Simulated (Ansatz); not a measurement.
# Ge (Cmmm) in Ansatz: notebook

Runs on Ge. Level: PBE. Tasks: single point.

Everything below comes from runs of Ansatz 0.2.0. Logs are shortened: lines on timing, memory, paths and dates and some standing lists are left out, and cuts for length are marked.

## (1) The structure

Symmetry: Cmmm, No. 65, orthorhombic system. The conventional cell has a = 2.794 Å, b = 5.201 Å, c = 2.698 Å, α = 90.00°, β = 90.00°, γ = 90.00°. Ge (site symmetry mmm) is surrounded by 8 Ge at 2.70 to 2.95 Å.

This isn't the form of Ge at room conditions, which is diamond.

## (2) Single point, PBE

Contents of input.yaml:

```yaml
crystal:
  lattice:
    - [1.397149, -2.600516, 0.0]
    - [1.397149, 2.600516, 0.0]
    - [0.0, 0.0, 2.698231]
  atoms:
    - { symbol: Ge, position: [0.5, 0.5, 0.0] }
hamiltonian:
  xc: pbe
  pseudopotentials: { kind: paw }
kpoints:
  mp_grid: { grid: [11, 11, 10] }
scf:
  occupations: { method: gaussian, width: 0.019 }
output:
  forces: true
  stress: true
  eigenvalues: true
```

Potentials or basis: Ansatz PAW.

Started as:

```console
> ansatz run input.yaml --threads 2 --pin off --max-ram 5632MiB --backend cpu --events-out ev --progress --plain --runs-dir out
```

The program printed:

```text
Warning: RAYON_NUM_THREADS=2 ignored (pool sized by the plan → 2); use --threads N
Engine: ansatz 0.2.0, aarch64-unknown-linux-gnu
Pseudopotentials: kind: paw
Pseudopotential: Ge, paw, valence charge 14, recommended cutoff 420 eV (normal), Ge.paw.azcp
Functional definition: PBE
  parameter kappa = 0.804
  parameter beta = 0.06672455060314922
  exchange = pbe_x(kappa = kappa, mu = beta*pi^2/3)
  correlation = pbe_c(beta = beta)
Crystal: 1 atoms, lattice volume = 19.607 Å³
Basis set: ecut = 420 eV, 397 PW (Γ), exchange–correlation on 40×40×40 points (8 copies of the dense FFT grid, shifted against one another)
Bands: 11, of which v1, the nominal top of the filled ones, is band 7 counted from 1 (6 counted from 0)
Symmetry: 8 space group operations
Space group: Cmmm (ITA 65), of the structure as read, at distance tolerance 2.7e-5 Å
k-points: 216 of 1210
Non-local potential: Ge, projectors of the file, l = 0: 2, l = 1: 2, l = 2: 3, l = 3: 1
PAW form: soft (Blöchl's): semilocal exchange-correlation on the pseudo side does not see the compensation charge
PAW one-centre angular grid: Ge, 590 points (default); XC on 64 Gauss nodes
Initial density: superposition of atomic densities (neutral atoms: chi_scale 0, normalization atom), corrected by the library's trained network
Initial wavefunctions: pseudopotential atomic-orbital guess
Functional: x = pbe(κ = 0.804, μ = 0.2195149727645171), c = pbe(β = 0.06672455060314922)
SCF iter   1: F=—  HF=-4294.733344 eV  |F-HF|=—  |Δ(HF+E_count)|=         —  Δρ=1.18e-3  dr2=3.13e-4  ethr=1.77e-3  ⟨swp⟩=6.0  Hψ=13684  notcnv=0
preconditioner: auto → none  [metal: Δε(μ)=0.013 eV  Ē_g=26.960 eV  σ=0.019 eV  W_gap=0.35  n_scr=8 (ndim 8)  ℏωp=31.4 eV  f_vac=0.000  D(μ)=0.89/eV (n_scr^D=8)  sad-step TF]
SCF iter   2: F=—  HF=-4294.733156 eV  |F-HF|=—  |Δ(HF+E_count)|=   1.88e-4  Δρ=8.27e-4  dr2=1.49e-4  ethr=2.24e-6  ⟨swp⟩=2.4  Hψ=4964  notcnv=0  defer=1
SCF iter   3: F=—  HF=-4294.733171 eV  |F-HF|=—  |Δ(HF+E_count)|=   1.51e-5  Δρ=4.00e-4  dr2=1.93e-5  ethr=1.06e-6  ⟨swp⟩=2.0  Hψ=3991  notcnv=0  defer=1
SCF iter   4: F=—  HF=-4294.733129 eV  |F-HF|=—  |Δ(HF+E_count)|=   4.27e-5  Δρ=1.24e-4  dr2=1.67e-6  ethr=1.38e-7  ⟨swp⟩=2.0  Hψ=3811  notcnv=0  defer=1
SCF iter   5: F=—  HF=-4294.733127 eV  |F-HF|=—  |Δ(HF+E_count)|=   1.09e-6  Δρ=2.44e-5  dr2=8.65e-8  ethr=1.19e-8  ⟨swp⟩=2.0  Hψ=3856  notcnv=0  defer=1
SCF iter   6: F=-4294.733127 eV  HF=-4294.733127 eV  |F-HF|=5.38e-8  |Δ(HF+E_count)|=   7.97e-8  Δρ=1.22e-5  dr2=2.06e-8  ethr=6.18e-10  ⟨swp⟩=4.5  Hψ=7566  notcnv=0
SCF 1 converged in 6 iterations: F = -4294.733127 eV  dr2 = 2.06e-8
SCF converged after 6 iterations
Free energy (F): -4294.733127 eV
Harris-Foulkes:  -4294.733127 eV  (|F-HF|=5.38e-8)
Internal energy: -4294.732975 eV  (E = F + TS)
E sigma→0 (E₀):  -4294.733051 eV
Entropy (-TS):   -0.000152 eV (-0.152 meV/atom)
Fermi energy:    10.351575 eV
--- Per-component energies (eV) ---
  E_band       = -121.807184
  E_kinetic    = 110.185467
  E_local      = -2188.346305  (includes V_loc(G=0)·N_el)
  E_nonlocal   = 415.944139
  E_hartree    = 956.389530
  E_xc         = -75.418422
  E_vxc        = -64.330452  (∫ρ·V_xc dr)
  E_paw        = -2017.230314  (= ΣΔE_a)
  E_vpaw       = -308.048180  (= ΣTr[D̂ρ^β])
  E_aug_tail   = 0.000315  (compensation charges beyond the density's cutoff)
  E_ewald      = -1496.257385
  E_smearing   = -0.000152  (= −TS)
  E_closure    = 0.000000  (closes the sum)
  Σ components = -4294.733127   (vs F -4294.733127, Δ=0.00e0)
--- Forces (eV/Å), atoms counted from 1 ---
  atom   1  Ge     0.00000000     0.00000000     0.00000000
  max |Σ_I F_I| component: 6.31e-30 eV/Å
--- Stress (GPa, compression-positive) ---
        1.105418       0.000000       0.000000
        0.000000      -2.825433       0.000000
        0.000000       0.000000      -0.230217
  P = ⅓ Tr σ = -0.6501 GPa (-6.501 kbar)
--- Band table (eV; the first three rows and the last of 216) ---
  k-point 0: bands = ["-14.3616", "-14.3085", "-14.2581", "-14.1527", "-14.1326", "-2.4934", "17.0338", "17.5041", "19.0137", "20.4747", "22.8108"]
  k-point 1: bands = ["-14.3429", "-14.3072", "-14.2572", "-14.1592", "-14.1388", "-2.2960", "14.6382", "17.6926", "19.2030", "22.3599", "23.5035"]
  k-point 2: bands = ["-14.3076", "-14.2904", "-14.2550", "-14.1762", "-14.1551", "-1.7074", "11.3609", "18.2357", "19.7477", "23.2093", "25.0712"]
  k-point 215: bands = ["-14.3189", "-14.2830", "-14.2089", "-14.1687", "-14.0821", "5.4116", "7.9883", "8.4096", "13.8633", "18.5130", "23.7539"]
```

Run time: 1.1 s. Hardware: 2 threads of Arm Neoverse V2, shared host; peak memory 0.32 GiB.

Results:

- Free energy: -4294.7331 eV
- Pressure: -0.7 GPa
- Band gap on the k mesh: none (metal or under the smearing width)

## (3) Single point, PBE

input.yaml: that of step 2 with these lines changed.

```diff
@@ -13,3 +13,3 @@
 scf:
-  occupations: { method: gaussian, width: 0.019 }
+  occupations: { method: gaussian, width: 0.02 }
 output:
```

Potentials or basis: Ansatz PAW.

Started as:

```console
> ansatz run input.yaml --threads 2 --pin off --max-ram 5632MiB --backend cpu --events-out ev --progress --plain --runs-dir out
```

The program printed:

```text
Warning: RAYON_NUM_THREADS=2 ignored (pool sized by the plan → 2); use --threads N
Engine: ansatz 0.2.0, aarch64-unknown-linux-gnu
Pseudopotentials: kind: paw
Pseudopotential: Ge, paw, valence charge 14, recommended cutoff 420 eV (normal), Ge.paw.azcp
Functional definition: PBE
  parameter kappa = 0.804
  parameter beta = 0.06672455060314922
  exchange = pbe_x(kappa = kappa, mu = beta*pi^2/3)
  correlation = pbe_c(beta = beta)
Crystal: 1 atoms, lattice volume = 19.607 Å³
Basis set: ecut = 420 eV, 397 PW (Γ), exchange–correlation on 40×40×40 points (8 copies of the dense FFT grid, shifted against one another)
Bands: 11, of which v1, the nominal top of the filled ones, is band 7 counted from 1 (6 counted from 0)
Symmetry: 8 space group operations
Space group: Cmmm (ITA 65), of the structure as read, at distance tolerance 2.7e-5 Å
k-points: 216 of 1210
Non-local potential: Ge, projectors of the file, l = 0: 2, l = 1: 2, l = 2: 3, l = 3: 1
PAW form: soft (Blöchl's): semilocal exchange-correlation on the pseudo side does not see the compensation charge
PAW one-centre angular grid: Ge, 590 points (default); XC on 64 Gauss nodes
Initial density: superposition of atomic densities (neutral atoms: chi_scale 0, normalization atom), corrected by the library's trained network
Initial wavefunctions: pseudopotential atomic-orbital guess
Functional: x = pbe(κ = 0.804, μ = 0.2195149727645171), c = pbe(β = 0.06672455060314922)
SCF iter   1: F=—  HF=-4294.733354 eV  |F-HF|=—  |Δ(HF+E_count)|=         —  Δρ=1.18e-3  dr2=3.14e-4  ethr=1.77e-3  ⟨swp⟩=6.0  Hψ=13702  notcnv=0
preconditioner: auto → none  [metal: Δε(μ)=0.013 eV  Ē_g=26.960 eV  σ=0.020 eV  W_gap=0.34  n_scr=8 (ndim 8)  ℏωp=31.4 eV  f_vac=0.000  D(μ)=0.86/eV (n_scr^D=8)  sad-step TF]
SCF iter   2: F=—  HF=-4294.733165 eV  |F-HF|=—  |Δ(HF+E_count)|=   1.89e-4  Δρ=8.28e-4  dr2=1.49e-4  ethr=2.24e-6  ⟨swp⟩=2.4  Hψ=4954  notcnv=0
SCF iter   3: F=—  HF=-4294.733179 eV  |F-HF|=—  |Δ(HF+E_count)|=   1.46e-5  Δρ=3.99e-4  dr2=1.94e-5  ethr=1.07e-6  ⟨swp⟩=2.0  Hψ=3935  notcnv=0
SCF iter   4: F=—  HF=-4294.733137 eV  |F-HF|=—  |Δ(HF+E_count)|=   4.25e-5  Δρ=1.24e-4  dr2=1.69e-6  ethr=1.38e-7  ⟨swp⟩=2.0  Hψ=3810  notcnv=0
SCF iter   5: F=—  HF=-4294.733136 eV  |F-HF|=—  |Δ(HF+E_count)|=   1.11e-6  Δρ=2.43e-5  dr2=8.59e-8  ethr=1.20e-8  ⟨swp⟩=2.0  Hψ=3856  notcnv=0
SCF iter   6: F=-4294.733135 eV  HF=-4294.733135 eV  |F-HF|=5.41e-8  |Δ(HF+E_count)|=   7.85e-8  Δρ=1.23e-5  dr2=2.07e-8  ethr=6.13e-10  ⟨swp⟩=4.5  Hψ=7511  notcnv=0
SCF 1 converged in 6 iterations: F = -4294.733135 eV  dr2 = 2.07e-8
SCF converged after 6 iterations
Free energy (F): -4294.733135 eV
Harris-Foulkes:  -4294.733135 eV  (|F-HF|=5.41e-8)
Internal energy: -4294.732972 eV  (E = F + TS)
E sigma→0 (E₀):  -4294.733054 eV
Entropy (-TS):   -0.000164 eV (-0.164 meV/atom)
Fermi energy:    10.351668 eV
--- Per-component energies (eV) ---
  E_band       = -121.806894
  E_kinetic    = 110.185551
  E_local      = -2188.346705  (includes V_loc(G=0)·N_el)
  E_nonlocal   = 415.944233
  E_hartree    = 956.389872
  E_xc         = -75.418434
  E_vxc        = -64.330472  (∫ρ·V_xc dr)
  E_paw        = -2017.230418  (= ΣΔE_a)
  E_vpaw       = -308.048367  (= ΣTr[D̂ρ^β])
  E_aug_tail   = 0.000315  (compensation charges beyond the density's cutoff)
  E_ewald      = -1496.257385
  E_smearing   = -0.000164  (= −TS)
  E_closure    = 0.000000  (closes the sum)
  Σ components = -4294.733135   (vs F -4294.733135, Δ=0.00e0)
--- Forces (eV/Å), atoms counted from 1 ---
  atom   1  Ge     0.00000000     0.00000000     0.00000000
  max |Σ_I F_I| component: 6.31e-30 eV/Å
--- Stress (GPa, compression-positive) ---
        1.102522       0.000000       0.000000
        0.000000      -2.828132       0.000000
        0.000000       0.000000      -0.223970
  P = ⅓ Tr σ = -0.6499 GPa (-6.499 kbar)
--- Band table (eV; the first three rows and the last of 216) ---
  k-point 0: bands = ["-14.3616", "-14.3085", "-14.2580", "-14.1527", "-14.1325", "-2.4934", "17.0339", "17.5041", "19.0138", "20.4748", "22.8108"]
  k-point 1: bands = ["-14.3429", "-14.3072", "-14.2572", "-14.1592", "-14.1388", "-2.2960", "14.6382", "17.6926", "19.2030", "22.3599", "23.5035"]
  k-point 2: bands = ["-14.3075", "-14.2903", "-14.2550", "-14.1762", "-14.1551", "-1.7074", "11.3609", "18.2357", "19.7477", "23.2093", "25.0713"]
  k-point 215: bands = ["-14.3189", "-14.2830", "-14.2088", "-14.1687", "-14.0820", "5.4116", "7.9883", "8.4095", "13.8633", "18.5130", "23.7539"]
```

Run time: 1.1 s. Hardware: 2 threads of Arm Neoverse V2, shared host; peak memory 0.32 GiB.

What came out:

* Free energy: -4294.7331 eV
* Pressure: -0.6 GPa
* Band gap on the k mesh: none (metal or under the smearing width)

Stress tensor (GPa, compression positive):
```
 1.10  0.00  0.00
 0.00 -2.83  0.00
 0.00  0.00 -0.22
```

## (4) Single point, PBE

input.yaml: that of step 3 with these lines changed.

```diff
@@ -13,3 +13,3 @@
 scf:
-  occupations: { method: gaussian, width: 0.02 }
+  occupations: { method: gaussian, width: 0.021 }
 output:
```

Potentials or basis: Ansatz PAW.

Started as:

```console
> ansatz run input.yaml --threads 2 --pin off --max-ram 5632MiB --backend cpu --events-out ev --progress --plain --runs-dir out
```

The program printed:

```text
Warning: RAYON_NUM_THREADS=2 ignored (pool sized by the plan → 2); use --threads N
Engine: ansatz 0.2.0, aarch64-unknown-linux-gnu
Pseudopotentials: kind: paw
Pseudopotential: Ge, paw, valence charge 14, recommended cutoff 420 eV (normal), Ge.paw.azcp
Functional definition: PBE
  parameter kappa = 0.804
  parameter beta = 0.06672455060314922
  exchange = pbe_x(kappa = kappa, mu = beta*pi^2/3)
  correlation = pbe_c(beta = beta)
Crystal: 1 atoms, lattice volume = 19.607 Å³
Basis set: ecut = 420 eV, 397 PW (Γ), exchange–correlation on 40×40×40 points (8 copies of the dense FFT grid, shifted against one another)
Bands: 11, of which v1, the nominal top of the filled ones, is band 7 counted from 1 (6 counted from 0)
Symmetry: 8 space group operations
Space group: Cmmm (ITA 65), of the structure as read, at distance tolerance 2.7e-5 Å
k-points: 216 of 1210
Non-local potential: Ge, projectors of the file, l = 0: 2, l = 1: 2, l = 2: 3, l = 3: 1
PAW form: soft (Blöchl's): semilocal exchange-correlation on the pseudo side does not see the compensation charge
PAW one-centre angular grid: Ge, 590 points (default); XC on 64 Gauss nodes
Initial density: superposition of atomic densities (neutral atoms: chi_scale 0, normalization atom), corrected by the library's trained network
[... 22 lines left out ...]
  E_nonlocal   = 415.944315
  E_hartree    = 956.390237
  E_xc         = -75.418448
  E_vxc        = -64.330492  (∫ρ·V_xc dr)
  E_paw        = -2017.230501  (= ΣΔE_a)
  E_vpaw       = -308.048545  (= ΣTr[D̂ρ^β])
  E_aug_tail   = 0.000315  (compensation charges beyond the density's cutoff)
  E_ewald      = -1496.257385
  E_smearing   = -0.000176  (= −TS)
  E_closure    = -0.000000  (closes the sum)
  Σ components = -4294.733144   (vs F -4294.733144, Δ=0.00e0)
--- Forces (eV/Å), atoms counted from 1 ---
  atom   1  Ge     0.00000000     0.00000000     0.00000000
  max |Σ_I F_I| component: 0.00e0 eV/Å
--- Stress (GPa, compression-positive) ---
        1.099383       0.000000       0.000000
        0.000000      -2.830195       0.000000
        0.000000       0.000000      -0.218039
  P = ⅓ Tr σ = -0.6496 GPa (-6.496 kbar)
--- Band table (eV; the first three rows and the last of 216) ---
  k-point 0: bands = ["-14.3615", "-14.3085", "-14.2580", "-14.1526", "-14.1325", "-2.4934", "17.0339", "17.5041", "19.0138", "20.4748", "22.8109"]
  k-point 1: bands = ["-14.3429", "-14.3072", "-14.2572", "-14.1592", "-14.1387", "-2.2960", "14.6383", "17.6925", "19.2031", "22.3599", "23.5035"]
  k-point 2: bands = ["-14.3075", "-14.2903", "-14.2550", "-14.1761", "-14.1550", "-1.7074", "11.3610", "18.2356", "19.7478", "23.2093", "25.0713"]
  k-point 215: bands = ["-14.3189", "-14.2830", "-14.2088", "-14.1687", "-14.0820", "5.4116", "7.9884", "8.4095", "13.8633", "18.5130", "23.7539"]
```

Wall time 1.1 s (2 threads of Arm Neoverse V2, shared host); peak memory 0.32 GiB.

What came out:

* Free energy: -4294.7331 eV
* Pressure: -0.6 GPa
* Band gap on the k mesh: none (metal or under the smearing width)

## (5) Single point, PBE

input.yaml: that of step 4 with these lines changed.

```diff
@@ -13,3 +13,3 @@
 scf:
-  occupations: { method: gaussian, width: 0.021 }
+  occupations: { method: gaussian, width: 0.022 }
 output:
```

Started as:

```console
> ansatz run input.yaml --threads 2 --pin off --max-ram 5632MiB --backend cpu --events-out ev --progress --plain --runs-dir out
```

Wall time 1.1 s (2 threads of Arm Neoverse V2, shared host); peak memory 0.32 GiB.

The run converged. Its results:

```yaml
Free_energy: -4294.7332 eV
Pressure: -0.6 GPa
Band_gap_on_the_k_mesh: none (metal or under the smearing width)
```

Stress tensor (GPa, compression positive):
```
 1.10  0.00  0.00
 0.00 -2.83  0.00
 0.00  0.00 -0.21
```

Levels at points of the mesh, in eV from the Fermi level:
| k point | band 5 | band 6 | band 7 | band 8 | band 9 | band 10 |
| --- | --- | --- | --- | --- | --- | --- |
| (0.00, 0.00, 0.00) | -24.48 | -12.85 | 6.68 | 7.15 | 8.66 | 10.12 |
| (0.00, 0.00, -0.50) | -24.52 | -9.08 | -5.66 | 9.98 | 11.49 | 15.92 |

## (6) Summary

```tsv
smearing	gap on the mesh (eV)	pressure (GPa)
gaussian 0.019 eV	none	-0.7
gaussian 0.02 eV	none	-0.6
gaussian 0.021 eV	none	-0.6
gaussian 0.022 eV	none	-0.6
```

Alike in all rows: task single point; level PBE; potentials or basis Ansatz PAW; no spin polarisation; cell as given; k mesh 11 × 11 × 10; cutoff (eV) 420.

Every run on the cell as given and a fine mesh finds a metal.

Absolute energies hang on the potentials; compare differences alone.
